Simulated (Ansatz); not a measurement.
# PbSe (Clausthalite) (Fm-3m) in Ansatz: a series of runs

One crystal, PbSe (Clausthalite), is run at these levels: r2SCAN, rPW86-PBE+rVV10; tasks: elastic constants, single point, equation of state.

Program: Ansatz 0.2.0. These are calculated values, not measurements. Logs are shortened: lines on timing, memory, paths and dates and some standing lists are left out, and cuts for length are marked.

**Measured values to compare with.**

From a printed reference work, monograph, for a bulk crystal of PbSe at 4.2 K: band gap 0.15 eV (direct).

How close the calculation comes is told below.

### Step 1. Starting point

It takes space group Fm-3m (No. 225, cubic). Conventional cell: a = 6.121 Å, b = 6.121 Å, c = 6.121 Å, α = 90.00°, β = 90.00°, γ = 90.00°. Pb (site symmetry m-3m) is surrounded by 6 Se at 3.06 Å. Se (site symmetry m-3m) has 6 Pb at 3.06 Å as nearest neighbours.

### Step 2. Elastic constants, r2SCAN

The input, input.yaml:

```yaml
crystal:
  lattice:
    - [0.0, 3.06065, 3.06065]
    - [3.06065, 0.0, 3.06065]
    - [3.06065, 3.06065, 0.0]
  atoms:
    - { symbol: Pb, position: [0.0, 0.0, 0.0] }
    - { symbol: Se, position: [0.5, 0.5, 0.5] }
hamiltonian:
  xc: r2scan
  pseudopotentials: { kind: paw }
kpoints:
  mp_grid: { grid: [6, 6, 6] }
scf:
  occupations: { method: fermi_dirac, width: 0.05 }
output:
  forces: true
  stress: true
elastic:
  mode: relaxed_ion
  stencil: two_point
```

Potentials or basis: Ansatz PAW.

Started as:

```
$ ansatz run input.yaml --threads 2 --pin off --max-ram 5120MiB --backend cpu --events-out ev --progress --plain --runs-dir out
```

The program printed:

```text
Warning: RAYON_NUM_THREADS=2 ignored (pool sized by the plan → 2); use --threads N
Engine: ansatz 0.2.0, aarch64-unknown-linux-gnu
Pseudopotentials: kind: paw
Pseudopotential: Pb, paw, valence charge 14, recommended cutoff 500 eV (meta_gga), Pb.paw.azcp
Pseudopotential: Se, paw, valence charge 16, recommended cutoff 500 eV (meta_gga), Se.paw.azcp
Functional definition: r2SCAN
  parameter k0 = 0.174
  parameter k1 = 0.065
  parameter a1 = 4.9479
  exchange = r2scan_x(k0 = k0, k1 = k1, a1 = a1)
  correlation = r2scan_c
Crystal: 2 atoms, lattice volume = 57.342 Å³
Basis set: ecut = 500 eV, 1459 PW (Γ), exchange–correlation on 128×128×128 points (64 copies of the dense FFT grid, shifted against one another)
Bands: 19, of which v1, the nominal top of the filled ones, is band 15 counted from 1 (14 counted from 0)
Symmetry: 48 space group operations
Space group: Fm-3m (ITA 225), of the structure as read, at distance tolerance 3.9e-5 Å
k-points: 16 of 216
Non-local potential: Pb, projectors of the file, l = 0: 2, l = 1: 2, l = 2: 2, l = 3: 2
Non-local potential: Se, projectors of the file, l = 0: 2, l = 1: 2, l = 2: 3, l = 3: 1
PAW form: soft (Blöchl's): semilocal exchange-correlation on the pseudo side does not see the compensation charge
PAW frozen core: Pb, regenerated for the run's functional (the file was generated under x = pbe(κ = 0.804, μ = 0.2195149727645171), c = pbe(β = 0.06672455060314922))
PAW frozen core: Se, regenerated for the run's functional (the file was generated under x = pbe(κ = 0.804, μ = 0.2195149727645171), c = pbe(β = 0.06672455060314922))
PAW one-centre angular grid: Pb, 590 points (default); XC on 160 Gauss nodes
PAW one-centre angular grid: Se, 590 points (default); XC on 160 Gauss nodes
Initial density: superposition of atomic densities (neutral atoms: chi_scale 0, normalization atom), corrected by the library's trained network
Initial wavefunctions: pseudopotential atomic-orbital guess
Functional: x = r2scan, c = r2scan; τ floored in thin density (d = 2e-4 eV/Å³)
SCF iter   1: F=—  HF=-17400.328014 eV  |F-HF|=—  |Δ(HF+E_count)|=         —  Δρ=6.17e-3  dr2=2.43e-2  dr2_τ=3.62e-3  ethr=1.77e-3  ⟨swp⟩=6.1  Hψ=1517  notcnv=0
preconditioner: auto → none  [insulator: Δε(μ)=0.594 eV  Ē_g=16.142 eV  σ=0.050 eV  W_gap=0.99  n_scr=14 (ndim 8)  ℏωp=21.9 eV  f_vac=0.021  D(μ)=0.00/eV (n_scr^D=0)  ε∞_Penn≈2.8]
SCF iter   2: F=—  HF=-17400.327693 eV  |F-HF|=—  |Δ(HF+E_count)|=   3.21e-4  Δρ=1.69e-3  dr2=1.09e-3  dr2_τ=2.75e-4  ethr=8.12e-5  ⟨swp⟩=2.0  Hψ=656  notcnv=0
SCF iter   3: F=—  HF=-17400.327847 eV  |F-HF|=—  |Δ(HF+E_count)|=   1.54e-4  Δρ=6.71e-4  dr2=2.79e-4  dr2_τ=9.69e-6  ethr=3.63e-6  ⟨swp⟩=2.0  Hψ=539  notcnv=0
SCF iter   4: F=—  HF=-17400.327869 eV  |F-HF|=—  |Δ(HF+E_count)|=   2.20e-5  Δρ=2.61e-4  dr2=2.47e-5  dr2_τ=1.77e-6  ethr=9.29e-7  ⟨swp⟩=2.0  Hψ=378  notcnv=0
SCF iter   5: F=—  HF=-17400.327876 eV  |F-HF|=—  |Δ(HF+E_count)|=   6.82e-6  Δρ=4.75e-5  dr2=6.27e-7  dr2_τ=1.89e-8  ethr=8.25e-8  ⟨swp⟩=2.6  Hψ=434  notcnv=0
SCF iter   6: F=—  HF=-17400.327879 eV  |F-HF|=—  |Δ(HF+E_count)|=   2.89e-6  Δρ=1.50e-5  dr2=6.06e-8  dr2_τ=2.24e-9  ethr=2.09e-9  ⟨swp⟩=3.0  Hψ=542  notcnv=0
SCF iter   7: F=—  HF=-17400.327879 eV  |F-HF|=—  |Δ(HF+E_count)|=   4.60e-8  Δρ=6.95e-7  dr2=2.15e-10  dr2_τ=1.17e-11  ethr=2.02e-10  ⟨swp⟩=2.1  Hψ=403  notcnv=0
SCF iter   8: F=—  HF=-17400.327879 eV  |F-HF|=—  |Δ(HF+E_count)|=  4.37e-11  Δρ=9.97e-8  dr2=3.44e-12  dr2_τ=3.19e-13  ethr=7.17e-13 (applied; sched 1.00e-12)  ⟨swp⟩=2.0  Hψ=545  notcnv=0
SCF iter   9: F=—  HF=-17400.327879 eV  |F-HF|=—  |Δ(HF+E_count)|=    0.00e0  Δρ=1.90e-8  dr2=1.17e-13  dr2_τ=2.64e-15  ethr=1.15e-14 (applied; sched 1.00e-12)  ⟨swp⟩=2.0  Hψ=545  notcnv=0
SCF iter  10: F=-17400.327879 eV  HF=-17400.327879 eV  |F-HF|=3.64e-12  |Δ(HF+E_count)|=  7.28e-12  Δρ=8.54e-10  dr2=3.35e-16  dr2_τ=2.10e-17  ethr=1.00e-12  ⟨swp⟩=4.0  Hψ=987  notcnv=0
SCF 1 converged in 10 iterations: F = -17400.327879 eV  dr2 = 3.35e-16
[... 6 lines left out ...]
SCF 2 converged in 2 iterations: F = -17400.327879 eV  dr2 = 3.24e-17
[... 1 line left out ...]
Symmetry: 16 space group operations
k-points: 30 of 216
[... 10 lines left out ...]
SCF 3 converged in 8 iterations: F = -17400.326713 eV  dr2 = 3.01e-14
[... 3 lines left out ...]
[... 12 lines left out ...]
[... 9 lines left out ...]
SCF 5 converged in 9 iterations: F = -17400.327863 eV  dr2 = 6.74e-15
[... 7 lines left out ...]
SCF 6 converged in 5 iterations: F = -17400.327863 eV  dr2 = 3.48e-14
SCF converged after 2 iterations
Free energy (F): -17400.327879 eV
Harris-Foulkes:  -17400.327879 eV  (|F-HF|=3.64e-12)
Internal energy: -17400.327798 eV  (E = F + TS)
E sigma→0 (E₀):  -17400.327838 eV
Entropy (-TS):   -0.000081 eV (-0.040 meV/atom)
Fermi energy:    9.177110 eV
--- Per-component energies (eV) ---
  E_band       = -446.509348
  E_kinetic    = 405.984086
  E_local      = -3531.114284  (includes V_loc(G=0)·N_el)
  E_nonlocal   = -244.743209
  E_hartree    = 1645.803702
  E_xc         = -307.617145
  E_vxc        = -251.878097  (∫ρ·V_xc dr)
  E_paw        = -12356.134243  (= ΣΔE_a)
  E_vpaw       = -132.029835  (= ΣTr[D̂ρ^β])
  E_aug_tail   = -0.000180  (compensation charges beyond the density's cutoff)
  E_vtau       = 15.664765  (kinetic-family band-sum trace: ∫τ·v_τ [+ j·A + Jᵃ·Aᵃ] dr)
  E_ewald      = -3011.707258
  E_core_change = -0.799268  (= ΣΔE_core)
  E_smearing   = -0.000081  (= −TS)
  E_closure    = -0.000000  (closes the sum)
  Σ components = -17400.327879   (vs F -17400.327879, Δ=0.00e0)
--- Forces (eV/Å), atoms counted from 1 ---
  atom   1  Pb     0.00000000    -0.00000000     0.00000000
  atom   2  Se     0.00000000    -0.00000000     0.00000000
  max |Σ_I F_I| component: 1.77e-29 eV/Å
--- Stress (GPa, compression-positive) ---
        1.478497       0.000000       0.000000
        0.000000       1.478497       0.000000
        0.000000      -0.000000       1.478497
  P = ⅓ Tr σ = 1.4785 GPa (14.785 kbar)
--- Band table (eV; the first three rows and the last of 16) ---
  k-point 0: bands = ["-39.1532", "-39.1532", "-39.1496", "-39.1496", "-39.1496", "-8.6349", "-8.6349", "-8.6349", "-8.6272", "-8.6272", "-5.2700", "2.5466", "6.8438", "6.8438", "6.8438", "13.9195", "13.9195", "13.9195", "15.8369"]
  k-point 1: bands = ["-39.1532", "-39.1532", "-39.1495", "-39.1495", "-39.1495", "-8.6360", "-8.6360", "-8.6340", "-8.6247", "-8.6247", "-5.0553", "1.8077", "6.9213", "6.9213", "7.3774", "12.3157", "12.8255", "12.8255", "15.6184"]
  k-point 2: bands = ["-39.1531", "-39.1531", "-39.1495", "-39.1495", "-39.1495", "-8.6487", "-8.6487", "-8.6325", "-8.6090", "-8.6090", "-4.5239", "0.4962", "7.1253", "7.1253", "8.2396", "10.4759", "11.3940", "11.3940", "16.4177"]
  k-point 15: bands = ["-39.1532", "-39.1531", "-39.1495", "-39.1495", "-39.1494", "-8.7392", "-8.6378", "-8.6227", "-8.6069", "-8.5906", "-3.7508", "0.8058", "4.0833", "4.9423", "7.1552", "12.1201", "13.5864", "14.7575", "15.8609"]
--- Elastic constants: 2 strain directions × 2 members + reference (group order 48) ---
  dense FFT box of the reference and of every strained cell: 32×32×32
  strains applied: 11, 23; error gains: componentwise 1.00 (the most a stress slope's error grows in a printed constant), spectral 1.73 (1 for all six strains in a standard setting)
  C = ∂σ_k/∂η_j (tension-positive GPa; Voigt order 11 22 33 23 13 12):
       145.549     13.981     13.981      0.000      0.000     -0.000
        13.981    145.549     13.981     -0.000      0.000      0.000
        13.981     13.981    145.549     -0.000     -0.000      0.000
         0.000     -0.000     -0.000     18.068      0.000      0.000
         0.000     -0.000      0.000     -0.000     18.068      0.000
        -0.000     -0.000      0.000      0.000      0.000     18.068
  reference stress σ⁰ (GPa):     -1.478     -1.478     -1.478     -0.000      0.000      0.000
  C* (energy form; C + prestress term) asymmetry max|C*_kj − C*_jk| = 1.776e-15 GPa — a small one proves nothing (zero by symmetry where the batch's group is 432, −43m or m−3m); a large one is finite-difference/SCF noise where every solve meets its electron count
  moduli (Voigt/Reuss/Hill, GPa): K = 57.84/57.84/57.84   G = 37.15/25.45/31.30   E = 79.56   ν = 0.271
  mechanically stable: yes (min eigenvalue of sym C = 18.07 GPa)
  strain η (Voigt 11):  stress-route row diagonal C_11 = 145.55 GPa, energy-path curvature d²(F+E_count+ΔE)/dδ²/Ω₀ = 145.55 GPa
         δ    σ_11 (GPa)             F (eV)   n_scf  n_hpsi   n_pw
    -2.000e-3      -1.7733      -17400.3267129       8   11461   1464   relax 0 steps, max|allowed force component| 1.28e-30 eV/Å
     2.000e-3      -1.1911      -17400.3288325       7    9732   1471   relax 0 steps, max|allowed force component| 3.75e-30 eV/Å
  strain η (Voigt 23):  stress-route row diagonal C_44 = 18.07 GPa, energy-path curvature d²(F+E_count+ΔE)/dδ²/Ω₀ = 18.81 GPa
         δ    σ_23 (GPa)             F (eV)   n_scf  n_hpsi   n_pw
    -2.000e-3      -0.0361      -17400.3278631       9   17824   1464   relax 0 steps, max|allowed force component| 3.75e-29 eV/Å
     2.000e-3       0.0361      -17400.3278631       5   12529   1464   relax 0 steps, max|allowed force component| 3.79e-29 eV/Å
```

Wall time 18 s (2 threads of Arm Neoverse V1, shared host); peak memory 0.53 GiB.

Results:

```yaml
Free_energy: -17400.3279 eV
Pressure: 1.5 GPa
Band_gap_on_the_k_mesh: 0.57 eV, direct
Elastic_constants_C11_C12_C44: 146, 14, 18 GPa
Voigt_bulk_modulus: 58 GPa
```

Elastic tensor in Voigt notation (GPa, in the Cartesian axes of the cell as first typed):
```
146  14  14   0   0   0
 14 146  14   0   0   0
 14  14 146   0   0   0
  0   0   0  18   0   0
  0   0   0   0  18   0
  0   0   0   0   0  18
```

Caveat: spin-orbit coupling is left out, which as a rule narrows the gap of such compounds by several tenths of an eV; the PAW data sets come from PBE, with cores solved anew for the run's functional, which leaves a small shift of forces and pressure.

### Step 3. Single point, rPW86-PBE+rVV10, 26.95 Å³/atom (volume scaled by 0.94)

The input, input.yaml:

```yaml
crystal:
  lattice:
    - [0.0, 2.9981702236, 2.9981702236]
    - [2.9981702236, 0.0, 2.9981702236]
    - [2.9981702236, 2.9981702236, 0.0]
  atoms:
    - { symbol: Pb, position: [0.0, 0.0, 0.0] }
    - { symbol: Se, position: [0.5, 0.5, 0.5] }
hamiltonian:
  xc: { exchange: rpw86, correlation: pbe }
  pseudopotentials: { kind: paw }
  dispersion: rvv10
kpoints:
  mp_grid: { grid: [8, 8, 8] }
scf:
  occupations: { method: fermi_dirac, width: 0.05 }
output:
  forces: true
  stress: true
  eigenvalues: true
```

Potentials or basis: Ansatz PAW.

Started as:

```
$ ansatz run input.yaml --threads 2 --pin off --max-ram 5120MiB --backend cpu --events-out ev --progress --plain --runs-dir out
```

It took 1.6 s on 2 threads of Arm Neoverse V1, shared host; peak memory 0.37 GiB.

Results (log left out):

```
Free energy            : -17482.6860 eV
Pressure               : 7.6 GPa
Band gap on the k mesh : 0.01 eV, direct
```

Caveat: spin-orbit coupling is left out, which as a rule narrows the gap of such compounds by several tenths of an eV; the PAW data sets come from PBE, with cores solved anew for the run's functional, which leaves a small shift of forces and pressure.

### Step 4. Single point, rPW86-PBE+rVV10, 27.52 Å³/atom (volume scaled by 0.96)

Changes to input.yaml since step 3:

```diff
@@ -2,5 +2,5 @@
   lattice:
-    - [0.0, 2.9981702236, 2.9981702236]
-    - [2.9981702236, 0.0, 2.9981702236]
-    - [2.9981702236, 2.9981702236, 0.0]
+    - [0.0, 3.0192847941, 3.0192847941]
+    - [3.0192847941, 0.0, 3.0192847941]
+    - [3.0192847941, 3.0192847941, 0.0]
   atoms:
@@ -20 +20,5 @@
   eigenvalues: true
+  write_density: true
+  write_potential: true
+  elf: true
+  volumetric_format: npy
```

Started as:

```
$ ansatz run input.yaml --threads 2 --pin off --max-ram 5120MiB --backend cpu --events-out ev --progress --plain --runs-dir out
```

Run time: 1.9 s. Hardware: 2 threads of Arm Neoverse V1, shared host; peak memory 0.37 GiB.

The run converged. Its results:

```yaml
Free_energy: -17482.7345 eV
Pressure: 6.0 GPa
Band_gap_on_the_k_mesh: 0.06 eV, direct
```

Caveat: spin-orbit coupling is left out, which as a rule narrows the gap of such compounds by several tenths of an eV; the PAW data sets come from PBE, with cores solved anew for the run's functional, which leaves a small shift of forces and pressure.

### Step 5. Single point, rPW86-PBE+rVV10, 28.10 Å³/atom (volume scaled by 0.98)

Changes to input.yaml since step 4:

```diff
@@ -2,5 +2,5 @@
   lattice:
-    - [0.0, 3.0192847941, 3.0192847941]
-    - [3.0192847941, 0.0, 3.0192847941]
-    - [3.0192847941, 3.0192847941, 0.0]
+    - [0.0, 3.0401081059, 3.0401081059]
+    - [3.0401081059, 0.0, 3.0401081059]
+    - [3.0401081059, 3.0401081059, 0.0]
   atoms:
@@ -20,5 +20 @@
   eigenvalues: true
-  write_density: true
-  write_potential: true
-  elf: true
-  volumetric_format: npy
```

Started as:

```
$ ansatz run input.yaml --threads 2 --pin off --max-ram 5120MiB --backend cpu --events-out ev --progress --plain --runs-dir out
```

Wall time 1.8 s (2 threads of Arm Neoverse V1, shared host); peak memory 0.38 GiB.

Results (log left out):

| Quantity | Value |
| --- | --- |
| Free energy | -17482.7722 eV |
| Pressure | 4.6 GPa |
| Band gap on the k mesh | 0.13 eV, direct |

Caveat: spin-orbit coupling is left out, which as a rule narrows the gap of such compounds by several tenths of an eV; the PAW data sets come from PBE, with cores solved anew for the run's functional, which leaves a small shift of forces and pressure.

### Step 6. Single point, rPW86-PBE+rVV10, 28.67 Å³/atom

Changes to input.yaml since step 5:

```diff
@@ -2,5 +2,5 @@
   lattice:
-    - [0.0, 3.0401081059, 3.0401081059]
-    - [3.0401081059, 0.0, 3.0401081059]
-    - [3.0401081059, 3.0401081059, 0.0]
+    - [0.0, 3.06065, 3.06065]
+    - [3.06065, 0.0, 3.06065]
+    - [3.06065, 3.06065, 0.0]
   atoms:
@@ -20 +20,5 @@
   eigenvalues: true
+  write_density: true
+  write_potential: true
+  elf: true
+  volumetric_format: npy
```

Potentials or basis: Ansatz PAW.

Started as:

```
$ ansatz run input.yaml --threads 2 --pin off --max-ram 5120MiB --backend cpu --events-out ev --progress --plain --runs-dir out
```

Wall time 2.2 s (2 threads of Arm Neoverse V1, shared host); peak memory 0.39 GiB.

The run converged. Its results:

* Free energy: -17482.8000 eV
* Pressure: 3.2 GPa
* Band gap on the k mesh: 0.20 eV, direct

Caveat: spin-orbit coupling is left out, which as a rule narrows the gap of such compounds by several tenths of an eV; the PAW data sets come from PBE, with cores solved anew for the run's functional, which leaves a small shift of forces and pressure.

### Step 7. Single point, rPW86-PBE+rVV10, 29.24 Å³/atom (volume scaled by 1.02)

Changes to input.yaml since step 6:

```diff
@@ -2,5 +2,5 @@
   lattice:
-    - [0.0, 3.06065, 3.06065]
-    - [3.06065, 0.0, 3.06065]
-    - [3.06065, 3.06065, 0.0]
+    - [0.0, 3.080919796, 3.080919796]
+    - [3.080919796, 0.0, 3.080919796]
+    - [3.080919796, 3.080919796, 0.0]
   atoms:
@@ -20,5 +20 @@
   eigenvalues: true
-  write_density: true
-  write_potential: true
-  elf: true
-  volumetric_format: npy
```

Started as:

```
$ ansatz run input.yaml --threads 2 --pin off --max-ram 5120MiB --backend cpu --events-out ev --progress --plain --runs-dir out
```

It took 1.9 s on 2 threads of Arm Neoverse V1, shared host; peak memory 0.39 GiB.

It converged, with:

```yaml
Free_energy: -17482.8189 eV
Pressure: 2.1 GPa
Band_gap_on_the_k_mesh: 0.26 eV, direct
```

Caveat: spin-orbit coupling is left out, which as a rule narrows the gap of such compounds by several tenths of an eV; the PAW data sets come from PBE, with cores solved anew for the run's functional, which leaves a small shift of forces and pressure.

### Step 8. Single point, rPW86-PBE+rVV10, 29.82 Å³/atom (volume scaled by 1.04)

Changes to input.yaml since step 7:

```diff
@@ -2,5 +2,5 @@
   lattice:
-    - [0.0, 3.080919796, 3.080919796]
-    - [3.080919796, 0.0, 3.080919796]
-    - [3.080919796, 3.080919796, 0.0]
+    - [0.0, 3.1009263293, 3.1009263293]
+    - [3.1009263293, 0.0, 3.1009263293]
+    - [3.1009263293, 3.1009263293, 0.0]
   atoms:
```

Started as:

```
$ ansatz run input.yaml --threads 2 --pin off --max-ram 5120MiB --backend cpu --events-out ev --progress --plain --runs-dir out
```

Run time: 1.9 s. Hardware: 2 threads of Arm Neoverse V1, shared host; peak memory 0.39 GiB.

It converged, with:

* Free energy: -17482.8298 eV
* Pressure: 1.0 GPa
* Band gap on the k mesh: 0.31 eV, direct

Caveat: spin-orbit coupling is left out, which as a rule narrows the gap of such compounds by several tenths of an eV; the PAW data sets come from PBE, with cores solved anew for the run's functional, which leaves a small shift of forces and pressure.

### Step 9. Single point, rPW86-PBE+rVV10, 30.39 Å³/atom (volume scaled by 1.06)

Changes to input.yaml since step 8:

```diff
@@ -2,5 +2,5 @@
   lattice:
-    - [0.0, 3.1009263293, 3.1009263293]
-    - [3.1009263293, 0.0, 3.1009263293]
-    - [3.1009263293, 3.1009263293, 0.0]
+    - [0.0, 3.1206779849, 3.1206779849]
+    - [3.1206779849, 0.0, 3.1206779849]
+    - [3.1206779849, 3.1206779849, 0.0]
   atoms:
```

Potentials or basis: Ansatz PAW.

Started as:

```
$ ansatz run input.yaml --threads 2 --pin off --max-ram 5120MiB --backend cpu --events-out ev --progress --plain --runs-dir out
```

It took 2 s on 2 threads of Arm Neoverse V1, shared host; peak memory 0.39 GiB.

Results (log left out):

| Property | Result |
| --- | --- |
| Free energy | -17482.8334 eV |
| Pressure | 0.0 GPa |
| Band gap on the k mesh | 0.36 eV, direct |

Caveat: spin-orbit coupling is left out, which as a rule narrows the gap of such compounds by several tenths of an eV; the PAW data sets come from PBE, with cores solved anew for the run's functional, which leaves a small shift of forces and pressure.

### Step 10. Equation of state, rPW86-PBE+rVV10

No new run: the results of the series are fitted here.

What came out:

```
Equilibrium volume : 30.40 Å³/atom (rough: see the caveat)
Bulk modulus       : 49 GPa (rough)
```

Energy against volume, from the lowest point:
```
volume (Å³/atom)  energy (meV/atom)
          26.951              73.68
          27.524              49.43
          28.097              30.60
          28.671              16.68
          29.244               7.22
          29.818               1.78
          30.391               0.00
```

Caveat: the potentials were made for another functional, which shifts forces and pressure; the minimum lies outside the volumes run.

### Step 11. How close it comes

Step 2. A measured gap of PbSe is 0.15 eV (direct; 4.2 K; a printed reference work, monograph); the calculated 0.57 eV misses it by +0.42 eV. 2 values of this kind are on record (0.15 to 0.28 eV); this one was drawn at random. Spin-orbit coupling on Pb, Se is left out. The value is that of r2SCAN on a finite k mesh, which can miss the band edges, without temperature or zero-point motion.
